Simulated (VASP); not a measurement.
# SnSe in VASP 6.6.1, single-point calculation

INCAR

```
PREC = Accurate
ISMEAR = -1
ISIF = 2
SIGMA = 0.02
NELM = 120
NBANDS = 17
IVDW = 11
NSW = 0
LWAVE = .FALSE.
ENCUT = 520
GGA = PE
EDIFF = 1E-6
ALGO = Damped
IBRION = -1
LREAL = .FALSE.
LCHARG = .FALSE.
TIME = 0.5
LASPH = .TRUE.
```

KPOINTS

```
KPOINTS created by Atomic Simulation Environment
0
Gamma
8 8 8
0 0 0
```

POSCAR

```
Sn Se
 1.0000000000000000
    -0.0000000000000000    2.9848894912484352    2.9848894912484352
     2.9848894912484352   -0.0000000000000000    2.9848894912484352
     2.9848894912484352    2.9848894912484352   -0.0000000000000000
 Sn  Se
   1   1
Cartesian
  0.0000000000000000  0.0000000000000000  0.0000000000000000
  2.9848894912484352  2.9848894912484352  2.9848894912484352
```

The recommended PBE PAW datasets give the neutral cell 20 valence electrons.

Command

```
mpirun -np 1 vasp_std
```

OSZICAR

```
N       E                     dE             d eps       ncg     rms           ort
DAV:   1     0.187598698828E+03    0.18760E+03   -0.88497E+03   493   0.164E+03
DAV:   2     0.441657636191E+02   -0.14343E+03   -0.13873E+03   493   0.370E+02
DAV:   3     0.374194542459E+01   -0.40424E+02   -0.39324E+02   493   0.173E+02
DAV:   4    -0.655992955474E+01   -0.10302E+02   -0.10178E+02   493   0.916E+01
DAV:   5    -0.816949662895E+01   -0.16096E+01   -0.15981E+01   493   0.329E+01
SDA:   6    -0.785949974768E+01    0.31000E+00   -0.43205E+00   493   0.864E+00   0.000E+00
DMP:   7    -0.811796294059E+01   -0.25846E+00   -0.12238E+00   493   0.190E+00   0.164E+00
DMP:   8    -0.817639480790E+01   -0.58432E-01   -0.31604E-01   493   0.686E-01  -0.163E-01
DMP:   9    -0.819469348659E+01   -0.18299E-01   -0.10799E-01   493   0.194E-01   0.663E-02
DMP:  10    -0.820070785607E+01   -0.60144E-02   -0.49995E-02   493   0.956E-02   0.131E-02
DMP:  11    -0.820374791193E+01   -0.30401E-02   -0.16568E-02   493   0.265E-02   0.199E-02
DMP:  12    -0.820469117365E+01   -0.94326E-03   -0.45723E-03   493   0.772E-03   0.428E-03
DMP:  13    -0.820493192338E+01   -0.24075E-03   -0.15248E-03   493   0.294E-03   0.324E-04
DMP:  14    -0.820501431497E+01   -0.82392E-04   -0.49737E-04   493   0.908E-04   0.260E-04
DMP:  15    -0.820504034886E+01   -0.26034E-04   -0.15600E-04   493   0.294E-04   0.542E-05
DMP:  16    -0.820504809470E+01   -0.77458E-05   -0.51084E-05   493   0.110E-04  -0.244E-05
DMP:  17    -0.820505112339E+01   -0.30287E-05   -0.24106E-05   493   0.423E-05   0.178E-05
DMP:  18    -0.820505225718E+01   -0.11338E-05   -0.86257E-06   493   0.153E-05   0.592E-06
DMP:  19    -0.820505275678E+01   -0.49959E-06   -0.30137E-06   493   0.475E-06   0.384E-06
   1 F= -.86388846E+01 E0= -.86388846E+01  d E =-.685766E-09
```

Standard output (part)

```
POSCAR found type information on POSCAR SnSe
 POSCAR found :  2 types and       2 ions
 LDA part: xc-table for (Slater+PW92), standard interpolation
 POSCAR, INCAR and KPOINTS ok, starting setup
 WAVECAR not read
 entering main loop
 final diagonalization occupied
```

From OUTCAR

```
k-points           NKPTS =     29   k-points in BZ     NKDIM =     29   number of bands    NBANDS=     17

   NELECT =      20.0000    total number of electrons

   dimension x,y,z NGX =    32 NGY =   32 NGZ =   32
   dimension x,y,z NGXF=    64 NGYF=   64 NGZF=   64

  energy-cutoff  :      520.00
  volume of cell :       53.19
      direct lattice vectors                 reciprocal lattice vectors
     0.000000000  2.984889491  2.984889491    -0.167510389  0.167510389  0.167510389
     2.984889491  0.000000000  2.984889491     0.167510389 -0.167510389  0.167510389
     2.984889491  2.984889491  0.000000000     0.167510389  0.167510389 -0.167510389

 k-points in reciprocal lattice and weights: KPOINTS created by Atomic Simulation Env
   0.00000000  0.00000000  0.00000000       0.002
   0.12500000  0.00000000  0.00000000       0.016
   0.25000000  0.00000000  0.00000000       0.016
   0.37500000  0.00000000  0.00000000       0.016
   0.50000000  0.00000000  0.00000000       0.008
   0.12500000  0.12500000  0.00000000       0.012
   0.25000000  0.12500000  0.00000000       0.047
   0.37500000  0.12500000  0.00000000       0.047
   ...

 E-fermi :   6.1806

 k-point     1 :       0.0000    0.0000    0.0000
  band No.  band energies     occupation
      1     -15.7316      2.00000
      2     -15.7316      2.00000
      3     -15.7316      2.00000
      4     -15.7305      2.00000
      5     -15.7305      2.00000
      6      -8.1710      2.00000
      7       0.8860      2.00000
      8       3.6064      2.00000
      9       3.6064      2.00000
     10       3.6064      2.00000
     11      10.2821      0.00000
     12      10.2821      0.00000
     13      10.2835      0.00000
     14      11.7043      0.00000
     15      11.7042      0.00000
     16      12.1032      0.00000
     17      14.2973      0.00000

 k-point     2 :       0.1250    0.0000    0.0000
  band No.  band energies     occupation
      1     -15.7320      2.00000
      2     -15.7320      2.00000
      3     -15.7311      2.00000
      4     -15.7292      2.00000
      5     -15.7292      2.00000
      6      -8.0566      2.00000
      7       0.2463      2.00000
      8       3.6262      2.00000
      9       3.6262      2.00000
     10       4.1156      2.00000
     11       9.3778      0.00000
     12       9.5141      0.00000
     13       9.5141      0.00000
     14      11.7055      0.00000
     15      12.0842      0.00000
     16      12.1243      0.00000
     17      15.2818      0.00000

 k-point     3 :       0.2500    0.0000    0.0000
  band No.  band energies     occupation
      1     -15.7352      2.00000
      2     -15.7352      2.00000
      3     -15.7302      2.00000
      4     -15.7241      2.00000
      5     -15.7241      2.00000
      6      -7.7473      2.00000
      7      -0.9099      2.00000
      8       3.6937      2.00000
      9       3.6937      2.00000
     10       4.9065      2.00000
     11       8.0690      0.00000
     12       8.3271      0.00000
     13       8.3271      0.00000
     14      12.0203      0.00000
     15      13.0604      0.00000
     16      13.0604      0.00000
     17      17.4944      0.00000

 ...

  Total       0.35957     0.35957     0.35957     0.00000     0.00000     0.00000
  in kB      10.83136    10.83136    10.83136     0.00000     0.00000     0.00000
  external pressure =       10.83 kB  Pullay stress =        0.00 kB

 POSITION                                       TOTAL-FORCE (eV/Angst)
 -----------------------------------------------------------------------------------
      0.00000      0.00000      0.00000        -0.000000     -0.000000      0.000000
      2.98489      2.98489      2.98489         0.000000      0.000000     -0.000000
 -----------------------------------------------------------------------------------
    total drift:                                0.000000     -0.000000     -0.000000

  FREE ENERGIE OF THE ION-ELECTRON SYSTEM (eV)
  ---------------------------------------------------
  free  energy   TOTEN  =        -8.6388845836 eV

  energy  without entropy=       -8.6388845829  energy(sigma->0) =       -8.63888458
```

It converged. Results: gap between bands v and c on the k mesh 0.69 eV; least direct gap on the k mesh 0.69 eV; pressure 1.1 GPa. Band v is the last that the valence electrons fill when counted band by band, and c is the next.

For comparison, a separate PBE run of the intended cell, on usual settings and not on those above, gives a gap of 0.69 eV on its mesh and a pressure of 2.3 GPa.

The run above took about 20 s on one core of a shared host (Intel Xeon Platinum 8488C) and held 0.21 GiB at most.
